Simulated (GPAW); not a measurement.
KTaO3:

```
CELL_PARAMETERS angstrom
3.98830 0.00000 0.00000
0.00000 3.98830 0.00000
0.00000 0.00000 3.98830
ATOMIC_POSITIONS crystal
Ta 0.00000 0.00000 0.00000
K 0.50000 0.50000 0.50000
O 0.00000 0.00000 0.50000
O 0.00000 0.50000 0.00000
O 0.50000 0.00000 0.00000
```

Base run:

* Program: GPAW 26.7.0
* Functional: PBE
* Potentials or basis: GPAW PAW data sets (gpaw-data 1.2.1)
* Cutoff: 800 eV
* Basis: pw
* k mesh: 7 × 7 × 7
* Occupations: fermi-dirac, width 0.05 eV
* Spin: no spin polarisation

Its results: band gap on the k mesh 2.24 eV, indirect (least direct gap 2.81 eV); pressure 6.1 GPa.

**Question.** The run is repeated on the same cell with these changes: spin from no spin polarisation to spin-orbit coupling, no magnetisation. What comes out?

**Answer.** Band gap on the k mesh 2.07 eV, indirect (least direct gap 2.54 eV); pressure 6.1 GPa.

Spin-orbit coupling splits the band edges, which narrows the gap.

Caveats: spin-orbit coupling is left out, which moves the levels of the heavy elements (some runs); spin-orbit coupling was added after a scalar SCF, so levels and gaps hold it while energy, forces, pressure and moments don't (some runs); this program's spin-orbit splittings come out too wide for heavy elements (some runs).

A k mesh can miss the band edges.
